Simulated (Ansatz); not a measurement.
# Sb (R-3m) in Ansatz: settings compared, part 2 of 2

Ansatz 0.2.0.

### Step 4. Elastic constants, PBE

The input, input.yaml:

```yaml
crystal:
  lattice:
    - [2.1542, 1.2437279499, 3.758]
    - [-2.1542, 1.2437279499, 3.758]
    - [0.0, -2.4874558998, 3.758]
  atoms:
    - { symbol: Sb, position: [0.76651, 0.76651, 0.76651] }
    - { symbol: Sb, position: [0.23349, 0.23349, 0.23349] }
kpoints:
  mp_grid: { grid: [6, 6, 6] }
scf:
  occupations: { method: fermi_dirac, width: 0.05 }
hamiltonian:
  xc: pbe
  pseudopotentials: { kind: all_electron, lapw: { basis_error: 0.001 } }
output:
  forces: true
  stress: true
elastic:
  mode: relaxed_ion
  stencil: two_point
```

Potentials or basis: all-electron LAPW, scalar-relativistic.

Launch:

```sh
> ansatz run input.yaml --threads 1 --pin off --max-ram 3072MiB --backend cpu --events-out ev --progress --plain --runs-dir out
```

The log of the run:

```text
Warning: RAYON_NUM_THREADS=1 ignored (pool sized by the plan → 1); use --threads N
LAPW: plane waves up to 8.079 Å⁻¹, error target 1.0e-3 eV per atom; small_component_spin mean_spin; Sb in spheres of 1.410 Å, 23 of its electrons in bands, Dirac shells [] (how accurate: hamiltonian.pseudopotentials.lapw.basis_error, Limitations)
Engine: ansatz 0.2.0, x86_64-unknown-linux-gnu
Pseudopotentials: kind: all_electron
Pseudopotential: Sb, LAPW, valence charge 23, lapw/all_electron/scalar/gaussian/Sb, Koelling and Harmon's equation, gaussian nucleus
Functional definition: PBE
  parameter kappa = 0.804
  parameter beta = 0.06672455060314922
  exchange = pbe_x(kappa = kappa, mu = beta*pi^2/3)
  correlation = pbe_c(beta = beta)
Crystal: 2 atoms, lattice volume = 60.411 Å³
Basis set: ecut = 248.68737505046897 eV, 549 PW (Γ), exchange–correlation at level 2
Bands: 28, of which v1, the nominal top of the filled ones, is band 23 counted from 1 (22 counted from 0)
Symmetry: 12 space group operations
Space group: R-3m (ITA 166), of the structure as read, at distance tolerance 3.9e-5 Å
k-points: 32 of 216
Non-local potential: Sb, projectors of the file, none
Initial density: superposition of atomic densities (chi_scale 0.1, normalization cell)
Initial wavefunctions: plane waves of lowest kinetic energy (no species holds an atomic orbital)
Functional: x = pbe(κ = 0.804, μ = 0.2195149727645171), c = pbe(β = 0.06672455060314922)
iter 1 solved again at ethr=1.74e-4 eV; its pass at ethr=1.00e-1 eV (dr2=7.99e-2 eV) is discarded
SCF iter   1: F=—  HF=-352736.377074 eV  |F-HF|=—  |Δ(HF+E_count)|=         —  Δρ=1.27e-2  dr2=8.15e-2  ethr=1.74e-4  ⟨swp⟩=3.0  Hψ=5933  notcnv=0
preconditioner: auto → none  [insulator: Δε(μ)=0.266 eV  Ē_g=9.490 eV  σ=0.050 eV  W_gap=0.56  n_scr=14 (ndim 8)  ℏωp=15.1 eV  f_vac=0.017  D(μ)=0.35/eV (n_scr^D=0)  ε∞_Penn≈3.5]
SCF iter   2: F=—  HF=-352736.375620 eV  |F-HF|=—  |Δ(HF+E_count)|=   1.45e-3  Δρ=6.25e-3  dr2=1.94e-2  ethr=1.74e-4  ⟨swp⟩=2.0  Hψ=2509  notcnv=0
iter 3 solved again at ethr=1.72e-7 eV; its pass at ethr=4.21e-5 eV (dr2=7.91e-5 eV) is discarded
SCF iter   3: F=—  HF=-352736.377418 eV  |F-HF|=—  |Δ(HF+E_count)|=   1.80e-3  Δρ=3.97e-4  dr2=7.83e-5  ethr=1.72e-7  ⟨swp⟩=2.0  Hψ=4401  notcnv=0
SCF iter   4: F=—  HF=-352736.377050 eV  |F-HF|=—  |Δ(HF+E_count)|=         —  Δρ=1.04e-4  dr2=6.13e-6  ethr=1.70e-7  ⟨swp⟩=2.9  Hψ=2593  notcnv=0
[... 323 lines left out ...]
  k-point 31: bands = ["-131.8124", "-131.8118", "-84.7888", "-84.7888", "-84.7852", "-84.7852", "-84.7717", "-84.7696", "-16.6851", "-16.6851", "-16.6297", "-16.6297", "-16.6057", "-16.5515", "-16.5515", "-16.5508", "-16.5122", "-16.5122", "1.5885", "3.6783", "11.4477", "11.4477", "12.3120", "12.8312", "12.8312", "13.7924", "19.7880", "21.6505"]
--- Elastic constants: 3 strain directions × 2 members + reference (group order 12) ---
  dense FFT box of the reference and of every strained cell: 24×24×24
  strains applied: 11, 33, 23; error gains: componentwise 1.00 (the most a stress slope's error grows in a printed constant), spectral 1.41 (1 for all six strains in a standard setting)
  reference relaxed by the batch: 5 steps; max|allowed force component| 7.29e-2 eV/Å at the deck's positions, 2.85e-7 at the last accepted step, 1.60e-7 by the solve of record
  largest displacement 7.1e-3 Å; the constants are those of the deck's cell at these positions:
  atoms:
    - { symbol: Sb, position: [0.7658763969302406, 0.7658763969302406, 0.7658763969302406] }
    - { symbol: Sb, position: [0.2341236030697594, 0.2341236030697594, 0.2341236030697594] }
  C = ∂σ_k/∂η_j (tension-positive GPa; Voigt order 11 22 33 23 13 12):
        97.386     22.673     31.657    -24.368      0.000      0.000
        22.673     97.386     31.657     24.368      0.000      0.000
        31.349     31.349     51.776     -0.000      0.000      0.000
       -24.361     24.361     -0.000     36.444      0.000      0.000
         0.000     -0.000      0.000     -0.000     36.444    -24.361
        -0.000      0.000     -0.000      0.000    -24.368     37.356
  reference stress σ⁰ (GPa):     -2.682     -2.682     -2.342      0.000      0.000     -0.000
  no Pulay correction (none for the plane-wave cutoff is built on LAPW): the batch's stresses and constants are at fixed plane waves
  C* (energy form; C + prestress term) asymmetry max|C*_kj − C*_jk| = 3.142e-2 GPa — a small one proves nothing (zero by symmetry where the batch's group is 432, −43m or m−3m); a large one is finite-difference/SCF noise where every solve meets its electron count
  moduli (Voigt/Reuss/Hill, GPa): K = 46.43/43.35/44.89   G = 32.77/19.37/26.07   E = 65.53   ν = 0.257
  mechanically stable: yes (min eigenvalue of sym C = 12.53 GPa)
  where every solve meets its electron count the energy-path curvature estimates C_jj along a normal strain and C_jj − ¼(σ⁰_aa + σ⁰_bb) along a shear (ab), closely only under elastic.basis: deformed
  strain η (Voigt 11):  stress-route row diagonal C_11 = 97.39 GPa, energy-path curvature d²(F+E_count)/dδ²/Ω₀ = 97.39 GPa
         δ    σ_11 (GPa)             F (eV)   n_scf  n_hpsi   n_pw
    -2.000e-3      -2.8764     -352736.3754768       2   15374    568   relax 4 steps, max|allowed force component| 1.82e-5 eV/Å
     2.000e-3      -2.4868     -352736.3795215       2   15394    568   relax 3 steps, max|allowed force component| 2.30e-6 eV/Å
  strain η (Voigt 33):  stress-route row diagonal C_33 = 51.78 GPa, energy-path curvature d²(F+E_count)/dδ²/Ω₀ = 51.76 GPa
         δ    σ_33 (GPa)             F (eV)   n_scf  n_hpsi   n_pw
    -2.000e-3      -2.4456     -352736.3757672       2    7272    568   relax 2 steps, max|allowed force component| 2.59e-5 eV/Å
     2.000e-3      -2.2385     -352736.3792999       2    7250    568   relax 3 steps, max|allowed force component| 2.60e-7 eV/Å
  strain η (Voigt 23):  stress-route row diagonal C_44 = 36.44 GPa, energy-path curvature d²(F+E_count)/dδ²/Ω₀ = 37.70 GPa
         δ    σ_23 (GPa)             F (eV)   n_scf  n_hpsi   n_pw
    -2.000e-3      -0.0738     -352736.3775439       2   15457    568   relax 4 steps, max|allowed force component| 2.17e-7 eV/Å
     2.000e-3       0.0720     -352736.3775444       2   15519    568   relax 2 steps, max|allowed force component| 3.08e-5 eV/Å
```

elastic_members.tsv:

```text
# convention: tension-positive GPa; Voigt order 11 22 33 23 13 12; engineering shear strains; stresses and constants hold the Pulay correction, whose part of sigma0, of c and of each member's stress the lines and columns named pulay_correction_..._gpa give (of c_energy it is that of c and, on the columns of strains 1 to 3, that of sigma0; of a layer's constants it is that of c in the plane, times a tenth of its plane spacing in ang); where a line pulay_correction_withheld stands none holds it
[... 14 lines left out ...]
3	2.0000000000e-3	-2.7299352369e0	-2.6332811029e0	-2.3428781600e0	7.2018577369e-2	0.0000000000e0	0.0000000000e0	-3.5273637754e5	-3.5273637609e5	2	15519	568	2	3.0791684060e-5	0.0000000000e0	nan	nan	nan	nan	nan	nan	nan	0.0000000000e0
```

Run time: 3.8 min. Hardware: 1 thread of Intel Xeon Platinum 8488C (Sapphire Rapids), shared host; peak memory 0.45 GiB.

What came out:

```
Free energy            : -352736.3776 eV
Pressure               : 2.6 GPa
Band gap on the k mesh : none (metal or under the smearing width)
Voigt bulk modulus     : 46 GPa
```

Levels at points of the mesh, in eV from the Fermi level:
```csv
k point,band 19,band 20,band 21,band 22,band 23,band 24,band 25,band 26,band 27,band 28
"(0.00, 0.00, 0.00)",-12.75,-4.87,-2.14,-1.82,-1.82,2.10,2.67,2.67,5.08,5.08
"(0.00, 0.00, -0.50)",-10.38,-9.69,-1.93,-1.85,-0.36,-0.23,0.11,0.40,7.57,8.32
"(0.00, -0.50, -0.50)",-10.37,-8.01,-5.51,-3.82,-3.69,1.53,4.88,5.44,6.89,9.06
"(-0.50, -0.50, -0.50)",-11.18,-9.09,-1.32,-1.32,-0.45,0.07,0.07,1.03,7.02,8.88
```

Elastic tensor in Voigt notation (GPa, in the Cartesian axes of the cell as first typed):
```
 97  23  32 -24   0   0
 23  97  32  24   0   0
 31  31  52   0   0   0
-24  24   0  36   0   0
  0   0   0   0  36 -24
  0   0   0   0 -24  37
```

Caveat: the k mesh is thin for a metal, which can move the energy by tens of meV per atom; elastic constants of metals need much finer meshes, so these are rough. The run has no spin-orbit coupling, so splittings on Sb are missing.

### Step 5. Summary

```tsv
task	level	potentials or basis	spin	k mesh	cutoff (eV)	pressure (GPa)	largest force (eV/Å)
band structure	PBE	all-electron LAPW, relativistic spinors	SOC, no magnetisation	6 × 6 × 6	230	2.8	0.07
band structure	RPBE	all-electron LAPW, scalar-relativistic	off	8 × 8 × 8	230	4.1	0.19
elastic constants	PBE	all-electron LAPW, scalar-relativistic	off	6 × 6 × 6	249	2.6	-
```

Alike in all rows: cell as given; smearing fermi-dirac 0.05 eV; basis error allowed 0.001 eV/atom.

Caveats: the k mesh is thin for a metal, which can move the energy by tens of meV per atom (some runs); spin-orbit coupling is left out, which moves the levels of the heavy elements (some runs); elastic constants of metals need much finer meshes, so these are rough (some runs).

Compare energies only between runs with the same functional and basis.
